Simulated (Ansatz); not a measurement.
**Vibrations of ZnSe (F-43m) by finite displacements**

```
CELL_PARAMETERS angstrom
0.00000 2.81659 2.81659
2.81659 0.00000 2.81659
2.81659 2.81659 0.00000
ATOMIC_POSITIONS crystal
Zn 0.00000 0.00000 0.00000
Se 0.75000 0.75000 0.75000
```

Conventional cell: a = 5.633 Å, b = 5.633 Å, c = 5.633 Å, α = 90.00°, β = 90.00°, γ = 90.00°. Around Zn (atom 1) lie 4 Se at 2.44 Å. Se (atom 2) is surrounded by 4 Zn at 2.44 Å.

Level of theory, where no other is named: PBEsol, all-electron LAPW in Ansatz 0.2.0, scalar-relativistic. k mesh 8×8×8, fixed occupations, basis error target 0.5 meV/atom. The cell was relaxed by PAW under this functional.

Atoms are displaced by 0.01 Å in the smallest supercells that hold the wave vectors of a 2×2×2 mesh. Negative values stand for unstable modes. The zone centre has no LO-TO term.

(1) What are the phonon energies at the solved wave vectors, in cm⁻¹?

(2) Is the structure dynamically stable at these wave vectors?

(3) How do the optical zone-centre modes decompose, and which are active?

(4) How well do frozen-core PAW files reproduce these all-electron values?

(5) The cell is scaled evenly to 43.348 and 46.030 Å³ (from 44.689), with free atoms relaxed and the shape held. What are the mode Grüneisen parameters γ = −d ln ω/d ln V?

(6) Linear response on PAW files adds the field. What are the dielectric tensor, the Born charges and the LO shift?

Results:

(1) 

```
                q  point                         modes (cm⁻¹)
0.000 0.000 0.000  Gamma                           208.9 (×3)
0.500 0.000 0.000      L  52.6 (×2), 169.9, 210.8 (×2), 212.8
0.500 0.500 0.000      X  67.4 (×2), 192.8, 199.4, 213.7 (×2)
```

(2) Yes, no mode is unstable there; wave vectors off this mesh aren't tested.

(3) Point group -43m: Γ_opt = T2.

```
label   cm⁻¹      activity     mostly
   T2  208.9  IR and Raman  Zn (55 %)
```

(4) With a cutoff of 420 eV and displacements of 0.0025 Å, the r.m.s. difference over the modes is 0.1 cm⁻¹; the largest difference is 67.5 (PAW) against 67.4 cm⁻¹ (LAPW).

(5) For the highest mode, 227.3 cm⁻¹ in the small cell and 200.9 in the large one give γ ≈ 2.06. From the change of the dynamical matrix on each mode:

```json
{"point": "Gamma", "cm⁻¹": "208.9", "γ": "1.72"}
{"point": "L", "cm⁻¹": "52.6", "γ": "-1.61"}
{"point": "L", "cm⁻¹": "169.9", "γ": "0.58"}
{"point": "L", "cm⁻¹": "210.8", "γ": "1.92"}
{"point": "L", "cm⁻¹": "212.8", "γ": "1.77"}
{"point": "X", "cm⁻¹": "67.4", "γ": "-1.57"}
{"point": "X", "cm⁻¹": "192.8", "γ": "1.37"}
{"point": "X", "cm⁻¹": "199.4", "γ": "1.15"}
{"point": "X", "cm⁻¹": "213.7", "γ": "2.06"}
```

Weighted by the modes' heat capacities at 300 K, the mean on this mesh is 0.56; it moves with the q mesh, and a coarse one overweights the zone boundary. Rows under −0.05 (2 here) are modes that soften under compression and pull towards negative thermal expansion.

(6) ε∞ = (7.44, 7.44, 7.44) along x, y, z with local fields. Born charges (xx, yy, zz): Zn1 (2.02, 2.02, 2.02); Se2 (-2.02, -2.02, -2.02). The highest zone-centre mode lies at 208.9 cm⁻¹ without the macroscopic field and at 246.0 cm⁻¹ with it, for q along x. Lyddane-Sachs-Teller then gives ε₀ = ε∞ (ω_LO/ω_TO)² = 10.31. With the ions free to follow the field, the program's ε₀ is (10.31, 10.31, 10.31).

Known limits: the frozen-core PAW files of the compared runs were fitted under PBE, their cores solved anew for this functional; field response not resolved by the mesh; semilocal gaps are low, and ε∞ tends to come out large.
